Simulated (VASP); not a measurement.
Input of a VASP 6.6.1 run:

INCAR

```
PREC     = Accurate       # precision mode
ENCUT    = 500            # plane-wave cutoff, eV
EDIFF    = 1E-7           # SCF threshold, eV
ISMEAR   = 0              # smearing method
SIGMA    = 0.01           # smearing width, eV
LREAL    = F              # projectors in reciprocal space
LASPH    = T              # aspherical terms in the spheres
NELM     = 60             # most SCF steps
ALGO     = Normal         # electronic algorithm
ISIF     = 2              # what is computed and relaxed
LWAVE    = F              # write WAVECAR
LCHARG   = F              # write CHGCAR
ISPIN    = 2              # spin polarisation
MAGMOM   = 0.167 0.167 0.167 0.167 0.167 0.167 # initial moments
LORBIT   = 11             # projections on sites
NUPDOWN  = 1              # fixed moment
GGA      = PE             # functional
LHYPERFINE= T            
NGYROMAG = 10.7084 42.577478
ISYM     = 0            
NCORE    = 2
```

File KPOINTS:

```
regular mesh
0
Gamma
  1 1 1
```

POSCAR

```
HC                                      
1.0
   11.0000000000      0.0000000000      0.0000000000
    0.0000000000      9.0000000000      0.0000000000
    0.0000000000      0.0000000000      8.0000000000
  C               H             
     3     3
Direct
     0.3624972448552973    0.4999999999220532    0.4999999939778440
     0.4745218017681126    0.4999999999783584    0.5000000035264741
     0.5986667023274176    0.5000000000322984    0.5000000121135176
     0.2652881257633486    0.4999999999364966    0.4999999941985372
     0.6495130625972727    0.6039240071059806    0.4999999977097284
     0.6495130626885444    0.3960759930248124    0.4999999984738987
```

Potentials or basis: VASP PAW PBE potentials, release 64 (C, H).

The run is started by

```sh
$ cat potpaw_PBE.64/C/POTCAR potpaw_PBE.64/H/POTCAR > POTCAR
$ mpirun -np 4 vasp_std > vasp.out
```

Q: Estimate the largest force.

A: 0.008 eV/Å.

Forces on the atoms (eV/Å):
```
C    0.007  0.000  0.000
C   -0.008  0.000  0.000
C   -0.006  0.000  0.000
H    0.007  0.000  0.000
H    0.001 -0.003  0.000
H    0.001  0.003  0.000
```

Caveat: the standard files for N, O and F lose accuracy on very short bonds; the total moment is fixed, so each spin has its own Fermi level.
